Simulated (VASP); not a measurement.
# H (P4/mmm) in VASP: notebook

The runs below take H through single point, with PBE.

Program: VASP 6.6.1. These are calculated values, not measurements. Logs are shortened: lines on timing, memory, paths and dates and some standing lists are left out, and cuts for length are marked.

## Step 1: The crystal as given

The structure is tetragonal, space group P4/mmm (No. 123). Conventional cell: a = 2.650 Å, b = 2.650 Å, c = 0.980 Å, α = 90.00°, β = 90.00°, γ = 90.00°. H (site symmetry 4/mmm) has 2 H at 0.98 Å as nearest neighbours.

## Step 2: Single point, PBE

File INCAR:

```
SYSTEM = H
ADDGRID = .FALSE. ; ALGO = Normal
EDIFF = 1E-4 ; ENCUT = 520
GGA = PE ; ISIF = 2
ISMEAR = 0 ; LASPH = .TRUE.
LCHARG = .FALSE. ; LREAL = .FALSE.
LWAVE = .FALSE. ; NBANDS = 6
NELM = 100 ; PREC = Accurate
SIGMA = 0.05
```

File KPOINTS:

```
k-points
0
G
  5 5 12
  0 0 0
```

File POSCAR:

```
H
1.0
    2.6496387389      0.0000000000      0.0000000000
    0.0000000000      2.6496387389      0.0000000000
    0.0000000000      0.0000000000      0.9804929200
H
1
Direct
    0.0000000000      0.0000000000      0.5000000000
```

Potentials or basis: VASP PAW PBE potentials, release 64 (H).

Started as:

```console
> cat potpaw_PBE.64/H/POTCAR > POTCAR
> mpirun -np 1 vasp_std > vasp.out
```

OUTCAR:

```text
SYSTEM = H
   EDIFF = 1E-4
   ENCUT = 520
   GGA = PE
   ISIF = 2
   ISMEAR = 0
   LASPH = .TRUE.
   LREAL = .FALSE.
   NELM = 100
   PREC = Accurate

 Found     42 irreducible k-points:

 Following reciprocal coordinates:
            Coordinates               Weight
  0.000000  0.000000  0.000000      1.000000
  0.200000  0.000000  0.000000      4.000000
  0.400000  0.000000  0.000000      4.000000
  0.200000  0.200000  0.000000      4.000000
  0.400000  0.200000  0.000000      8.000000
  0.400000  0.400000  0.000000      4.000000
   k-points           NKPTS =     42   k-points in BZ     NKDIM =     42   number of bands    NBANDS=      6
   number of dos      NEDOS =    301   number of ions     NIONS =      1
   total plane-waves  NPLWV =   3200
   dimension x,y,z NGX =    20 NGY =   20 NGZ =    8
   dimension x,y,z NGXF=    40 NGYF=   40 NGZF=   16
   ions per type =               1
   NGX,Y,Z   is equivalent  to a cutoff of  12.55, 12.55, 13.56 a.u.
   NGXF,Y,Z  is equivalent  to a cutoff of  25.10, 25.10, 27.13 a.u.
 SYSTEM =  H
   PREC   = accura    normal or accurate (medium, high low for compatibility)
   ISTART =      0    job   : 0-new  1-cont  2-samecut
   ICHARG =      2    charge: 1-file 2-atom 10-const
   ISPIN  =      1    spin polarized calculation?
   LNONCOLLINEAR =      F non collinear calculations
   LSORBIT =      F    spin-orbit coupling
   LASPH  =      T    aspherical Exc in radial PAW
   ENCUT  =  520.0 eV  38.22 Ry    6.18 a.u.   4.93  4.93  1.82*2*pi/ulx,y,z
   NELM   =    100;   NELMIN=  2; NELMDL= -5     # of ELM steps
   EDIFF  = 0.1E-03   stopping-criterion for ELM
   LREAL  =      F    real-space projection
   EDIFFG = 0.1E-02   stopping-criterion for IOM
   NSW    =      0    number of steps for IOM
   IBRION =     -1    ionic relax: 0-MD 1-quasi-New 2-CG
   NFREE  =      0    steps in history (QN), initial steepest desc. (CG)
   ISIF   =      2    stress and relaxation
   ISYM   =      2    0-nonsym 1-usesym 2-fastsym
   POTIM  = 0.5000    time-step for ionic-motion
   TEBEG  =    0.0;   TEEND  =   0.0 temperature during run
   PSTRESS=    0.0 pullay stress
   NELECT =       1.0000    total number of electrons
   NUPDOWN=      -1.0000    fix difference up-down
   EMIN   =  10.00;   EMAX   =-10.00  energy-range for DOS
   EFERMI =   0.00;   METHOD = LEGACY
   ISMEAR =     0;   SIGMA  =   0.05  broadening in eV -4-tet -1-fermi 0-gaus
   EFERMI_NEDOS =   21; number of points for ismear=-14 and -15
   IALGO  =     38    algorithm
   IMIX   =      4    mixing-type and parameters
     AMIX     =   0.40;   BMIX     =  1.00
     AMIX_MAG =   1.60;   BMIX_MAG =  1.00
  volume/ion in A,a.u.               =       6.88        46.45
  Fermi-wavevector in a.u.,A,eV,Ry     =   0.860602  1.626302 10.076956  0.740635
  Thomas-Fermi vector in A             =   1.978131
   LORBIT       =      0    0 simple, 1 ext, 2 COOP (PROOUT), +10 PAW based schemes
   GGA     = PE    functional components
   LHFCALC =     F    Hartree Fock is set to
   AEXX    =    0.0000 exact exchange contribution
   IVDW    =     0    specifies the selected vdW correction
   LEPSILON=     F    determine dielectric tensor
   LRPA    =     F    only Hartree local field effects (RPA)
 non-spin polarized calculation
 Gauss-broadening in eV      SIGMA  =   0.05
  energy-cutoff  :      520.00
  volume of cell :        6.88
 maximum number of plane-waves:       196
 NGX is ok and might be reduce to    20
   NGX =  9   NGY =  9   NGZ =  3

 number of electron       0.9999999 magnetization

 Free energy of the ion-electron system (eV)
  ---------------------------------------------------
  ext. energy  EPLUGINS =         0.00000000
  ---------------------------------------------------
  free energy    TOTEN  =        -2.90888741 eV

  energy without entropy =       -2.90849925  energy(sigma->0) =       -2.90869333

 E-fermi :  -1.5913     XC(G=0):  -6.8510

 val. band max:       -1.6319972478   @ k =   0.4000   0.0000   0.2500
 cond. band min:      -1.2704658850   @ k =   0.4000   0.2000   0.2500
 fundamental gap:      0.3615313628
 Fermi energy:        -1.5913262557

 k-point     1 :       0.0000    0.0000    0.0000
  band No.  band energies     occupation
      1     -12.5481      2.00000
      2       8.3279      0.00000
      3      14.1754      0.00000
      4      14.1754      0.00000
      5      17.2049      0.00000
      6      34.9637      0.00000

 k-point     2 :       0.2000    0.0000    0.0000
  band No.  band energies     occupation
      1     -12.1189      2.00000
      2       5.2710      0.00000
      3      13.5113      0.00000
      4      14.8975      0.00000
      5      23.6397      0.00000
      6      28.3992      0.00000

 k-point     3 :       0.4000    0.0000    0.0000
  band No.  band energies     occupation
      1     -11.2826      2.00000
      2       1.7506      0.00000
      3      14.6777      0.00000
      4      16.6730      0.00000
      5      23.6256      0.00000
      6      23.9859      0.00000

 k-point     4 :       0.2000    0.2000    0.0000
  band No.  band energies     occupation
      1     -11.7069      2.00000
      2       4.9470      0.00000
      3       8.7867      0.00000
      4      20.7866      0.00000
      5      21.7797      0.00000
      6      25.8549      0.00000

 k-point     5 :       0.4000    0.2000    0.0000
  band No.  band energies     occupation
      1     -10.9152      2.00000
      2       2.5059      0.00000
      3       8.9948      0.00000
      4      16.2419      0.00000
      5      24.3272      0.00000
      6      33.0799      0.00000

 k-point     6 :       0.4000    0.4000    0.0000
  band No.  band energies     occupation
      1     -10.2276      2.00000
      2       4.2141      0.00000
      3       5.4498      0.00000
      4      10.8373      0.00000
      5      32.8788      0.00000
      6      38.3111      0.00000

 [... further k-points ...]

------------------------ aborting loop because EDIFF is reached ----------------------------------------

  FORCE on cell =-STRESS in cart. coord.  units (eV):
  Direction    XX          YY          ZZ          XY          YZ          ZX
  --------------------------------------------------------------------------------------
  -------------------------------------------------------------------------------------
  Total       -0.1148521     -0.1148521      0.5031113      0.0000000      0.0000000      0.0000000
  in kB      -26.7320280    -26.7320280    117.1000018      0.0000000      0.0000000      0.0000000
  external PRESSURE =      21.2119819 kB  Pullay stress =       0.0000000 kB

 VOLUME and BASIS-vectors are now :
 -----------------------------------------------------------------------------
  energy-cutoff  :      520.00
  volume of cell :        6.88
      direct lattice vectors                 reciprocal lattice vectors
     2.649638739  0.000000000  0.000000000     0.377409941  0.000000000  0.000000000
     0.000000000  2.649638739  0.000000000     0.000000000  0.377409941  0.000000000
     0.000000000  0.000000000  0.980492920     0.000000000  0.000000000  1.019895177

 POSITION                                       TOTAL-FORCE (eV/Angst)
 -----------------------------------------------------------------------------------
      0.00000      0.00000      0.49025         0.000000      0.000000      0.000000
 -----------------------------------------------------------------------------------
    total drift:                               -0.000000      0.000000      0.000000

  FREE ENERGIE OF THE ION-ELECTRON SYSTEM (eV)
  ---------------------------------------------------
  free  energy   TOTEN  =        -2.9088874135 eV

  energy  without entropy=       -2.9084992524  energy(sigma->0) =       -2.90869333
```

Wall time 0.9 s (1 thread of Intel Xeon 6975P-C (Granite Rapids), shared host); peak memory 0.1 GiB.

These settings aren't checked as converged: the numbers below hold their error.

Results:

| Property | Result |
| --- | --- |
| Free energy | -2.9089 eV |
| Pressure | 2.1 GPa |
| Band gap on the k mesh | none (metal or under the smearing width) |

Caveat: the k mesh is coarse (spacing up to 0.53 Å⁻¹), so the values aren't converged.

## Step 3: Single point, PBE

Edit INCAR of step 2 so:

```diff
@@ -2,3 +2,3 @@
 ADDGRID = .FALSE. ; ALGO = Normal
-EDIFF = 1E-4 ; ENCUT = 520
+EDIFF = 1E-6 ; ENCUT = 900
 GGA = PE ; ISIF = 2
```

File KPOINTS:

```
k-points
0
G
  4 4 10
  0 0 0
```

POSCAR is that of step 2.

Potentials or basis: VASP PAW PBE potentials, release 64 (H).

Started as:

```console
> cat potpaw_PBE.64/H/POTCAR > POTCAR
> mpirun -np 1 vasp_std > vasp.out
```

It took 1.3 s on 1 thread of Intel Xeon 6975P-C (Granite Rapids), shared host; peak memory 0.11 GiB.

The run converged, but some of its settings lie outside the range that counts as converged, so its numbers aren't taken as properties of the crystal.

Results:

```
Free energy            : -3.1265 eV
Pressure               : 0.1 GPa
Band gap on the k mesh : none (metal or under the smearing width)
```

Caveat: the k mesh is coarse (spacing up to 0.64 Å⁻¹), so the values aren't converged.

## Step 4: Single point, PBE

Edit INCAR of step 3 so:

```diff
@@ -2,3 +2,3 @@
 ADDGRID = .FALSE. ; ALGO = Normal
-EDIFF = 1E-6 ; ENCUT = 900
+EDIFF = 1E-6 ; ENCUT = 650
 GGA = PE ; ISIF = 2
```

File KPOINTS:

```
k-points
0
G
  5 5 12
  0 0 0
```

POSCAR is that of step 3.

Started as:

```console
> cat potpaw_PBE.64/H/POTCAR > POTCAR
> mpirun -np 1 vasp_std > vasp.out
```

Wall time 1.1 s (1 thread of Intel Xeon 6975P-C (Granite Rapids), shared host); peak memory 0.1 GiB.

The run converged, but some of its settings lie outside the range that counts as converged, so its numbers aren't taken as properties of the crystal.

Results:

- Free energy: -2.9093 eV
- Pressure: 2.3 GPa
- Band gap on the k mesh: none (metal or under the smearing width)

Caveat: the k mesh is coarse (spacing up to 0.53 Å⁻¹), so the values aren't converged.
